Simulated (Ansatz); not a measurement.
**Pressure gauges and gaskets: equation-of-state parameters at work**

Candidates compared on computed values. Bulk modulus and its pressure derivative give the pressure that a small compression needs; a soft, simple solid makes a sensitive pressure gauge, a stiff one a good anvil or seat.

MgO serves as the reference. Hydrostatic compression by 3 % of the volume (V₀/V = 1.0309), no change of phase.

**Data**

Where the numbers come from (Ansatz, a plane-wave PAW program): B₀, B₀′: r²SCAN, Birch–Murnaghan fit of energy against volume; volume per atom: r²SCAN, relaxed cell.

Model: linear estimate = B₀ × compression; P = (B₀/B₀′)[(V₀/V)^B₀′ − 1]; modulus under load = B₀ + B₀′P; relative pressure = P/P_ref.

```csv
crystal,B₀ (GPa),B₀′,V (Å³/atom),linear estimate (GPa),Murnaghan pressure (GPa),modulus there (GPa),pressure (relative)
"NaPt2 (Fd-3m, cF24)",138,5.2,17.63,4.1,4.550,162,0.84
"MgO (rock salt), reference",167,4.1,9.29,5.0,5.413,189,1.00
"PtTl2 (I4/mcm, tI12)",73.3,6.6,22.59,2.2,2.470,89.6,0.46
PtSn (NiAs type),143,5.3,20.30,4.3,4.722,168,0.87
"TaGa3 (I4/mmm, tI8)",142,4.6,15.55,4.3,4.638,163,0.86
```

Runs started from generated or typed cells of the structure named: MgO. Whether these are the forms stable at ambient conditions was not checked: NaPt2 (Fd-3m, cF24); PtTl2 (I4/mcm, tI12); PtSn (NiAs type); TaGa3 (I4/mmm, tI8). Spin–orbit coupling is left out unless named.

**Worked example**

The steps for NaPt2 (Fd-3m, cF24):

1. linear estimate: 138 × 3/100 = 4.1 GPa
2. P = (138/5.2) × (1.0309^5.2 − 1) = 4.550 GPa
3. modulus there: 138 + 5.2 × 4.550 = 162 GPa
4. relative pressure: 4.550/5.413 = 0.84

**Result**

In order of relative pressure, highest first: MgO (1.00 ± 0.050), PtSn (NiAs type) (0.87 ± 0.044) ≈ TaGa3 (I4/mmm, tI8) (0.86 ± 0.043) ≈ NaPt2 (Fd-3m, cF24) (0.84 ± 0.042), PtTl2 (I4/mcm, tI12) (0.46 ± 0.023). The ± follows from allowances picked for this note (B₀ 5 %, B₀′ 0.4), carried to first order and added in quadrature, each row's own inputs moving alone; ≈ joins neighbours closer than their two ± added in quadrature.

**Caveats**

B₀′ is the least certain number of such a fit, often by half a unit. Where several phases of a formula are at hand, those over 0.1 eV/atom above the lowest were not drawn (by r²SCAN where it compared them, else by the largest value; a layered or molecular lowest phase counts only with a dispersion term); other phases could lie lower still. Rows were sampled with a lean to familiar crystals, related or not, whatever their agreement with measurement; tables with many equal figures were not kept. Limits of the draw: no layered crystals, B₀′ of 2 to 8; no unfamiliar magnets, and cubic perovskites only if shown or known to be stable. As a rule kept out of such tables: 4f compounds, open-shell compounds run without a Hubbard term, cells found unstable in the tests at hand, cells close to a higher symmetry, and runs set to a pressure or over 12 % in volume from the crystal's fullest run.
